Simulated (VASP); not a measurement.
A run of VASP 6.6.1:

INCAR

```
  ALGO = Fast
  EDIFF = 1E-6
  EDIFFG = -0.04
  ENCUT = 600
  GGA = PE
  IBRION = 2
  ISIF = 3
  ISMEAR = 0
  LASPH = True
  LCHARG = False
  LREAL = False
  LWAVE = False
  NELM = 100
  NSW = 90
  PREC = Accurate
  SIGMA = 0.1
```

File KPOINTS:

```
k-points
0
Gamma
  6 6 6
```

POSCAR

```
CaB4
1.0
   -2.6918070100      2.6918070100      1.6659395600
    2.6918070100     -2.6918070100      1.6659395600
    2.6918070100      2.6918070100     -1.6659395600
Ca B
1 4
Direct
    0.0000000000      0.0000000000      0.0000000000
    0.4000000100      0.2000000100      0.6000000200
    0.2000000100      0.5999999900      0.8000000000
    0.5999999900      0.7999999900      0.3999999800
    0.7999999900      0.4000000100      0.2000000000
```

Potentials or basis: VASP PAW PBE potentials, release 64 (Ca_sv, B).

Launch:

```bash
$ cat potpaw_PBE.64/Ca_sv/POTCAR potpaw_PBE.64/B/POTCAR > POTCAR
$ mpirun -np 1 vasp_std > vasp.out
```

Hardware: 1 thread of Intel(R) Xeon(R) Platinum 8488C (Sapphire Rapids), with other jobs on the host.

Q: Estimate the wall time of this run.

A: Wall time 14 min on 1 thread of Intel(R) Xeon(R) Platinum 8488C (Sapphire Rapids), with other jobs on the host, peak memory 0.24 GiB. Counts: scf iterations 309, k points 36, ion steps 24.
